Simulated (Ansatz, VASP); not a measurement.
## One calculation of CuO (Tenorite), two programs

INCAR

```
SYSTEM = CuO
PREC = Accurate
ENCUT = 520
EDIFF = 1E-6
ISMEAR = -1
SIGMA = 0.05
LREAL = .FALSE.
LASPH = .TRUE.
NELM = 60
ALGO = Normal
ISIF = 2
LWAVE = .FALSE.
LCHARG = .FALSE.
GGA = PS
NBANDS = 25
```

KPOINTS

```
Automatic mesh
0
G
  10 10 5
  0 0 0
```

Contents of POSCAR:

```
CuO
1.0
    2.3129616560     -1.6902431073      0.0000000000
    2.3129616560      1.6902431073      0.0000000000
   -0.8489238166      0.0000000000      4.9910572484
Cu O
2 2
Direct
    0.4968000000      0.0032000000      0.5000000000
    0.0032000000      0.4968000000      0.0000000000
    0.4056000000      0.5714000000      0.7537000000
    0.5714000000      0.4056000000      0.2537000000
```

The input input.yaml:

```yaml
crystal:
  lattice:
    - [2.312961656, -1.6902431073, 0.0]
    - [2.312961656, 1.6902431073, 0.0]
    - [-0.8489238166, 0.0, 4.9910572484]
  atoms:
    - { symbol: Cu, position: [0.4968, 0.0032, 0.5] }
    - { symbol: Cu, position: [0.0032, 0.4968, 0.0] }
    - { symbol: O, position: [0.4056, 0.5714, 0.7537] }
    - { symbol: O, position: [0.5714, 0.4056, 0.2537] }
kpoints:
  mp_grid: { grid: [10, 10, 5] }
scf:
  occupations: { method: fermi_dirac, width: 0.05 }
hamiltonian:
  xc: pbesol
  pseudopotentials: { kind: all_electron, lapw: { basis_error: 0.002 } }
output:
  forces: true
  stress: true
  eigenvalues: true
```

Change from the starting cell: volume scaled by 0.96.

Alike in both runs: task single point; functional PBEsol; k mesh 10 × 10 × 5; occupations fermi-dirac, width 0.05 eV; no spin polarisation.

```csv
,VASP,Ansatz
version,VASP 6.6.1,Ansatz 0.2.0
potentials or method,"VASP PAW PBE potentials, release 64 (Cu, O)","all-electron LAPW, scalar-relativistic"
plane-wave cutoff (eV),520,see its input
```

Ansatz gave:

```
gap on the k mesh at the Fermi level (eV)       : none
pressure (GPa)                                  : 5.0
largest component of the traceless stress (GPa) : 2.27
rms of the force components (eV/Å)              : 0.474
```

Problem. Estimate VASP's values.

Solution. gap on the k mesh at the Fermi level (eV): none; pressure (GPa): 5.9; largest component of the traceless stress (GPa): 2.34; rms of the force components (eV/Å): 0.485.

Atom by atom the forces differ by 0.022 eV/Å (rms over components). A gap of «none» marks a metal or a gap that the smearing closes. Ansatz ran all-electron here, so the differences hold the error of VASP's frozen core and of both bases.

Caveats: the run has no spin polarisation, though such a crystal can be magnetic; semilocal functionals often make such compounds metallic where correlation or magnetic order opens a gap, which also shifts bond lengths; the PAW data sets were made with another functional, which shifts forces and pressure a little (VASP).
